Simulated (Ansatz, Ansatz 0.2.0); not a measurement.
# Bulk modulus of wolframite CdWO4: LDA, PBEsol and r2SCAN against a compression experiment

## Experimental context

The reference is a compression experiment on CdWO4, "Optical and structural study of the pressure-induced phase transition of CdWO$_4$" (2017, arXiv:1705.10509). Powder was compressed to 15 GPa in neon and followed by X-ray diffraction. A second-order Birch-Murnaghan equation of state, fitted to these data together with earlier single-crystal data, gives a bulk modulus $B_0$ of 123 GPa. The modulus is thus inferred from the curve of volume against pressure, not from sound waves or a directly measured stiffness. In a second-order fit the pressure derivative is fixed at 4, and because $B_0$ and its derivative are correlated, a different derivative would shift $B_0$. I keep that in mind as a reservation of my own. The shear modulus and the Debye temperature are calculated along the way but not compared here.

| compared with | measured | source's wording or label | method |
| --- | --- | --- | --- |
| B (Reuss) (GPa) | 123 | B0, second-order Birch-Murnaghan fit | XRD under pressure, equation-of-state fit |

Conditions are those given with the value in the passage it was taken from; "not stated" means there, and the paper may say more elsewhere. The values are a selection: others may have been left out beforehand as unlike or outlying.

## Aim and plan

The aim is the cheapest level of theory that gives the bulk modulus of wolframite CdWO4 within 10 % of the compression value, that is within about 12 GPa. This is tight enough to expose a poor description of the bonding, and it leaves room for the fixed pressure derivative and for temperature: the calculation is for a static lattice at 0 K, and thermal and zero-point motion typically soften an oxide by a few per cent.

The model is the 12-atom primitive cell, nonmagnetic and insulating. The cell and atoms are relaxed first, then small strains are applied and the ions relax again under each. From the elastic tensor I take the Reuss bulk modulus, because it describes the response to hydrostatic pressure; the Voigt average would answer a different question in a monoclinic crystal.

I start with LDA on a coarse k mesh, test the numerical settings, and go on to a dearer functional only if the results ask for it.

Plain PBE isn't shown in this study.

System: CdWO4 (cadmium tungstate), wolframite; P2/c (No. 13), 12 atoms in the primitive cell; the database structure is a diffraction structure: a = 5.040 Å, b = 5.870 Å, c = 5.084 Å, β = 91.48°; structure from the Crystallography Open Database.

## 1. LDA on a coarse mesh

With closed-shell ions and a wide gap, a 2x2x2 mesh may already be adequate, and it keeps the many strained relaxations cheap. LDA usually binds oxides somewhat too tightly, so I expect a cell slightly too small and a modulus on the high side.

**Run 1.** Ansatz 0.2.0: LDA, cell and atoms relaxed in a first step at this level from the database structure (its input isn't shown), PAW set soft_2, cutoff 420 eV (default), 2x2x2 k mesh, Gaussian smearing 0.02 eV; elastic constants by two-point finite strains with relaxed ions.

Key lines of the input:
```
crystal:
  # lattice and atoms
kpoints:
  mp_grid: { grid: [2, 2, 2] }
hamiltonian:
  xc: lda
scf:
  occupations: { method: gaussian, width: 0.02 }
output:
  forces: true
  stress: true
elastic:
  mode: relaxed_ion
  stencil: two_point
```

Command:
```
ansatz run input.yaml --threads 8 --pin off --max-ram 16384MiB --backend cpu --events-out ev --progress --plain --runs-dir out
```

Selected lines of the output:
```
Basis set: ecut = 420 eV, 2825 PW (Γ) [...]
k-points: 8
  C = ∂σ_k/∂η_j (tension-positive GPa; Voigt order 11 22 33 23 13 12):
       213.619    119.728    127.194     -0.000      1.715      0.000
       119.632    180.224    100.590     -0.000    -17.373     -0.000
       126.479    100.406    255.571     -0.000     14.188      0.000
         0.000      0.000      0.000     57.399      0.000    -17.083
         1.492    -17.411     14.448      0.000     64.636     -0.000
         0.000     -0.000      0.000    -16.991      0.000     33.680
  moduli (Voigt/Reuss/Hill, GPa): K = 149.27/144.89/147.08   G = 51.30/42.92/47.11   E = 127.70   ν = 0.355
  mechanically stable: yes (min eigenvalue of sym C = 24.78 GPa)
```

Converged; 64 s on 8 cores of Arm Neoverse V2, shared host.

| quantity | run 1 | measured | deviation |
| --- | --- | --- | --- |
| B (Reuss) (GPa) | 144.9 | 123 | +21.9 (+17.8 %) |
| conventional cell volume (Å³) | 144.26 |  |  |
| pressure (GPa) | −0.00081 |  |  |
| G (Hill) (GPa) | 47.1 |  |  |
| Debye temperature (K) | 343.4 |  |  |

The Reuss modulus is 144.9 GPa, 17.8 % above the compression value and outside the target. The direction is the one I expected of LDA. The relaxed cell, at 144.26 Å$^3$, is about 4 % smaller in volume than the diffraction cell I started from, and a compressed oxide is normally a stiffer one.

The tensor itself looks orderly. Opposite off-diagonal elements, which come from different strains, agree to better than 1 GPa, and the crystal is mechanically stable. The miss is therefore not due to noise of that kind, though this says nothing about the k mesh.

## 2. A denser k mesh for LDA

Before blaming the functional I repeat the calculation with a 4x4x4 mesh and everything else unchanged. In a wide-gap insulator I expect a change of a few GPa at most, too little to close a gap of 21.9 GPa. The run will cost more, but it also settles which mesh the later functionals need.

**Run 2.** Ansatz 0.2.0: LDA, cell and atoms relaxed in a first step at this level from the database structure (its input isn't shown), PAW set soft_2, cutoff 420 eV (default), 4x4x4 k mesh, Gaussian smearing 0.02 eV; elastic constants by two-point finite strains with relaxed ions.

Key lines of the input, as changed from run 1:
```diff
  kpoints:
-   mp_grid: { grid: [2, 2, 2] }
+   mp_grid: { grid: [4, 4, 4] }
```

Selected lines of the output:
```
  C = ∂σ_k/∂η_j (tension-positive GPa; Voigt order 11 22 33 23 13 12):
       213.997    120.930    126.285      0.000      1.678     -0.000
       120.880    181.143    100.194      0.000    -17.383      0.000
       126.330    100.253    251.377      0.000     15.833     -0.000
  moduli (Voigt/Reuss/Hill, GPa): K = 149.04/145.14/147.09   G = 50.77/42.13/46.45   E = 126.08   ν = 0.357
```

Converged; took 3.9 min.

| quantity | run 2 | measured | deviation |
| --- | --- | --- | --- |
| B (Reuss) (GPa) | 145.1 | 123 | +22.1 (+18.0 %) |
| conventional cell volume (Å³) | 144.41 |  |  |
| pressure (GPa) | −0.01018 |  |  |
| G (Hill) (GPa) | 46.4 |  |  |
| Debye temperature (K) | 341.0 |  |  |

The denser mesh moves the Reuss modulus by only 0.2 GPa, so k-point sampling does not explain the miss. Single constants are more sensitive: $C_{33}$ falls from 255.571 to 251.377 GPa, a change that largely cancels in the bulk modulus. For $B$ alone the coarse LDA mesh was good enough, at well under half the time.

## 3. LDA in the diffraction cell

The suspicion is now that LDA is too stiff mainly because its cell is too small. I can test this without a dearer functional by keeping LDA and the 4x4x4 mesh, holding the cell at the diffraction lattice parameters and relaxing only the atoms. The crystal will then be under tension at this level, and I expect the modulus to drop markedly towards the measured one. Such a result would rely on a measured cell as input, and the residual stress would complicate the meaning of the elastic constants, so I treat the run mainly as a diagnosis.

**Run 3.** Ansatz 0.2.0: LDA, atoms relaxed in a first step at this level (its input isn't shown) in the database cell, PAW set soft_2, cutoff 420 eV (default), 4x4x4 k mesh, Gaussian smearing 0.02 eV; elastic constants by two-point finite strains with relaxed ions.

Key lines of the input, as changed from run 1:
```diff
  kpoints:
-   mp_grid: { grid: [2, 2, 2] }
+   mp_grid: { grid: [4, 4, 4] }
```

Selected lines of the output:
```
  C = ∂σ_k/∂η_j (tension-positive GPa; Voigt order 11 22 33 23 13 12):
        86.940    144.460     83.087      0.000     -4.135      0.000
        99.904     81.767    222.534      0.000     11.402      0.000
  moduli (Voigt/Reuss/Hill, GPa): K = 121.25/116.01/118.63   G = 43.32/31.27/37.29   E = 101.27   ν = 0.358
```

Converged; took 3.7 min. Warnings: another step: stress_scf_threshold_loose.

| quantity | run 3 | measured | deviation |
| --- | --- | --- | --- |
| B (Reuss) (GPa) | 116.0 | 123 | −7.0 (−5.7 %) |
| pressure (GPa) | −5.53071 |  |  |
| G (Hill) (GPa) | 37.3 |  |  |
| Debye temperature (K) | 307.6 |  |  |

At the diffraction cell the Reuss modulus falls to 116.0 GPa, 5.7 % below the compression value. Stretching the cell thus lowers the LDA modulus by 29.1 GPa, more than the whole miss of the relaxed cell. This bears out the suspicion that the excess stiffness comes largely from the small LDA volume.

The number meets the target, but I don't accept it as the answer. The cell is under a mean tension of 5.5 GPa at this level, while the experiment refers to a crystal at zero pressure, and the good volume was put in by hand. The tensor is also slightly less symmetric: $C_{23}$ and $C_{32}$ now differ by about 1.3 GPa, as can happen when the tension is not equal in all directions. The warning `stress_scf_threshold_loose` belongs to another step of the calculation; its name alone doesn't tell me whether it affects these constants.

The two LDA cells also give a rough pressure derivative: 29.1 GPa in modulus over about 5.5 GPa in pressure, or roughly 5. That is somewhat above the 4 fixed in the experimental fit. A larger derivative in that fit would normally lower $B_0$, so this reservation gives no help to the relaxed LDA result.

## 4. PBEsol with its own relaxed cell

What is needed is a functional that finds a better volume by itself. PBEsol was designed for the equilibrium properties of solids and, as a semilocal functional, should cost little more than LDA. I keep the 4x4x4 mesh and relax the cell again. I expect a volume between the LDA cell and the diffraction cell or close to the latter, and a modulus clearly below 145 GPa.

**Run 4.** Ansatz 0.2.0: PBEsol, cell and atoms relaxed in a first step at this level from the database structure (its input isn't shown), PAW set soft_2, cutoff 420 eV (default), 4x4x4 k mesh, Gaussian smearing 0.02 eV; elastic constants by two-point finite strains with relaxed ions.

Key lines of the input, as changed from run 2:
```diff
  hamiltonian:
-   xc: lda
+   xc: pbesol
```

Selected lines of the output:
```
Basis set: ecut = 420 eV, 2909 PW (Γ) [...]
k-points: 30 of 64
  C = ∂σ_k/∂η_j (tension-positive GPa; Voigt order 11 22 33 23 13 12):
       194.964    101.447    111.772      0.000      4.490      0.000
       101.457    158.297     90.875      0.000    -11.609      0.000
       111.685     90.800    232.307      0.000     14.022      0.000
        -0.000     -0.000     -0.000     52.731     -0.000    -14.648
         4.401    -11.689     14.034     -0.000     56.417     -0.000
        -0.000      0.000     -0.000    -14.632     -0.000     22.948
  moduli (Voigt/Reuss/Hill, GPa): K = 132.62/128.17/130.39   G = 45.19/35.32/40.26   E = 109.50   ν = 0.360
  mechanically stable: yes (min eigenvalue of sym C = 16.96 GPa)
```

Converged; took 4.8 min.

| quantity | run 4 | measured | deviation |
| --- | --- | --- | --- |
| B (Reuss) (GPa) | 128.2 | 123 | +5.2 (+4.2 %) |
| conventional cell volume (Å³) | 149.45 |  |  |
| pressure (GPa) | 0.00879 |  |  |
| G (Hill) (GPa) | 40.3 |  |  |
| Debye temperature (K) | 319.2 |  |  |

PBEsol gives a Reuss modulus of 128.2 GPa, 4.2 % above the compression value and within the target. The relaxed volume of 149.45 Å$^3$ is about 0.6 % below that of the diffraction cell, where LDA was about 4 % below. The improvement in modulus therefore comes with a better volume that the functional finds by itself, at essentially zero pressure and for little more time than LDA.

## 5. Sensitivity to the plane-wave cutoff

The mesh has been tested with LDA; the cutoff comes next. I lower it to 290 eV in LDA on the 4x4x4 mesh, relaxing the cell afresh, and compare with the LDA run at 420 eV. A small change would suggest that the modulus is not very sensitive to the basis; a large one would warn against saving there. It is a test on the loose side and with another functional, so it cannot prove PBEsol converged at 420 eV.

**Run 5.** Ansatz 0.2.0: LDA, cell and atoms relaxed in a first step at this level from the database structure (its input isn't shown), PAW set soft_2, cutoff 290 eV, 4x4x4 k mesh, Gaussian smearing 0.02 eV; elastic constants by two-point finite strains with relaxed ions.

Key lines of the input, as changed from run 2:
```diff
+ basis:
+   ecutwfc: 290.0
```

Selected lines of the output:
```
  C = ∂σ_k/∂η_j (tension-positive GPa; Voigt order 11 22 33 23 13 12):
       109.220    163.605     95.169      0.000     -8.996      0.000
       117.208    100.993    236.779      0.000     18.947     -0.000
  moduli (Voigt/Reuss/Hill, GPa): K = 139.09/134.53/136.81   G = 44.34/35.34/39.84   E = 108.94   ν = 0.367
```

Converged; took 3.2 min. Warnings: another step: cutoff_below_recommended; cutoff_below_recommended (in short: A typed cutoff is below a recommended value, from the records, the datasets' recipe or DFPT's needs, possibly lowering the density cutoff; compare with a higher-cutoff run).

| quantity | run 5 | measured | deviation |
| --- | --- | --- | --- |
| B (Reuss) (GPa) | 134.5 | 123 | +11.5 (+9.4 %) |
| conventional cell volume (Å³) | 144.45 |  |  |
| pressure (GPa) | 0.00270 |  |  |
| G (Hill) (GPa) | 39.8 |  |  |
| Debye temperature (K) | 315.4 |  |  |

Lowering the cutoff to 290 eV takes 10.6 GPa off the LDA modulus, although the relaxed volume hardly changes. The result, 134.5 GPa, lies 9.4 % above the measured value and so formally inside the target, but only because a basis error offsets part of the LDA stiffness. The tensor shows the damage: $C_{23}$ and $C_{32}$ differ by 5.8 GPa, against less than 0.1 GPa at 420 eV. The program also warns that this cutoff is below the recommended value and advises comparison with a higher one, which is the comparison made here. I discard the setting; the time it saves is small anyway.

For PBEsol the test leaves a reservation. Its tensor at 420 eV is as symmetric as that of LDA, which is reassuring, but the modulus can clearly depend on the basis, and a test from below doesn't say how much error remains at 420 eV.

## 6. r2SCAN as a dearer comparison

I finish with r2SCAN at its default cutoff of 500 eV, again with a relaxed cell and the 4x4x4 mesh. As a meta-GGA it is the next step up in theory, and it will show whether more effort brings the modulus nearer to experiment than PBEsol does. Functional and cutoff change together, so this is no convergence test for PBEsol. I expect a volume near the diffraction cell, a modulus in the neighbourhood of the PBEsol one, and a noticeably longer run.

**Run 6.** Ansatz 0.2.0: r2SCAN, cell and atoms relaxed in a first step at this level from the database structure (its input isn't shown), PAW set soft_2, cutoff 500 eV (default), 4x4x4 k mesh, Gaussian smearing 0.02 eV; elastic constants by two-point finite strains with relaxed ions.

Key lines of the input, as changed from run 2:
```diff
  hamiltonian:
-   xc: lda
+   xc: r2scan
```

Selected lines of the output:
```
  moduli (Voigt/Reuss/Hill, GPa): K = 136.69/131.33/134.01   G = 47.52/34.56/41.04   E = 111.72   ν = 0.361
```

Converged; 19 min on 8 cores of Arm Neoverse N1, shared host.

| quantity | run 6 | measured | deviation |
| --- | --- | --- | --- |
| B (Reuss) (GPa) | 131.3 | 123 | +8.3 (+6.8 %) |
| conventional cell volume (Å³) | 150.46 |  |  |
| pressure (GPa) | −0.00262 |  |  |
| G (Hill) (GPa) | 41.0 |  |  |
| Debye temperature (K) | 321.9 |  |  |

r2SCAN gives a Reuss modulus of 131.3 GPa, 6.8 % above the compression value and within the target. It is about 3 GPa higher than PBEsol, so the dearer functional brings the modulus no nearer to this reference. I wouldn't rank the two on so small a difference, given the fixed pressure derivative behind the measured value and the neglect of temperature in the calculation.

The relaxed volume, 150.46 Å$^3$, agrees with that of the diffraction cell to about 0.1 %. LDA held in that cell gave only 116.0 GPa, so volume alone doesn't fix the modulus: at nearly the same volume the two functionals differ by about 15 GPa, although the LDA crystal was under tension and the r2SCAN one was not.

The run took 19 min, on a different processor from the first run, so I draw no exact cost ratio from it.

## Overview

| run | settings | B (Reuss) (GPa) | deviation | cost |
| --- | --- | --- | --- | --- |
| 1 | LDA, cell and atoms relaxed in a first step at this level from the database structure (its input isn't shown), cutoff 420 eV (default), 2x2x2 k mesh | 144.9 | +21.9 (+17.8 %) | 8.5 core-min |
| 2 | LDA, cell and atoms relaxed in a first step at this level from the database structure (its input isn't shown), cutoff 420 eV (default), 4x4x4 k mesh | 145.1 | +22.1 (+18.0 %) | 31 core-min |
| 3 | LDA, atoms relaxed in a first step at this level (its input isn't shown) in the database cell, cutoff 420 eV (default), 4x4x4 k mesh | 116.0 | −7.0 (−5.7 %) | 30 core-min |
| 4 | PBEsol, cutoff 420 eV (default), 4x4x4 k mesh | 128.2 | +5.2 (+4.2 %) | 38 core-min |
| 5 | LDA, cell and atoms relaxed in a first step at this level from the database structure (its input isn't shown), cutoff 290 eV, 4x4x4 k mesh | 134.5 | +11.5 (+9.4 %) | 26 core-min |
| 6 | r2SCAN, cutoff 500 eV (default), 4x4x4 k mesh | 131.3 | +8.3 (+6.8 %) | 2.6 core-h |
|  | measured | 123 |  |  |

## Assessment

PBEsol meets the target: its Reuss modulus of 128.2 GPa is 4.2 % above the compression value of 123 GPa, for 38 core-minutes. It is the cheapest level shown here that passes with its own relaxed cell and the default cutoff. The 2x2x2 mesh, which was good enough for the LDA bulk modulus, might make it cheaper still, but PBEsol on that mesh is not shown in this report.

Relaxed LDA fails by 18 %, and the denser k mesh made no difference to that. The useful step was LDA in the diffraction cell, which showed how strongly the modulus depends on volume. PBEsol finds a volume close to the diffraction one by itself, so its agreement has a physical basis. Two cheaper LDA results also fall within 10 %, but I count neither: one needs the measured cell and leaves the crystal under tension, the other is a chance hit from a cutoff below the recommended value. r2SCAN passes too, at 2.6 core-hours, but gives no closer agreement.

Two effects bear on the remaining 5.2 GPa, with opposite signs. Thermal and zero-point softening, typically a few per cent, would lower the calculated modulus and could account for much of the excess. On the experimental side, the fit fixes the pressure derivative at 4, whereas the two LDA cells suggest roughly 5; a larger derivative would normally lower the fitted $B_0$ and widen the gap. I can't say how much of either applies.

The main open point is the basis. In LDA the modulus rose by 10.6 GPa between 290 and 420 eV, and a PBEsol run above 420 eV is not shown in this report. The pass therefore holds for PBEsol at this cutoff, with the remaining basis error unknown. The shear modulus and Debye temperature are not compared here.

[Logs are printed without paths, hosts, clocks, repeated set-up lines and the standing remarks that a program may print on its own settings, such as how far it seeks lower states.]

[The runs shown are a pick from a larger set of finished runs; failed, doubtful and other runs were left out of it ahead of writing. So were measured values far from every level or from commonly accepted values, and agreement can look better than it is. Lines of input and output are excerpts and may be shortened.]
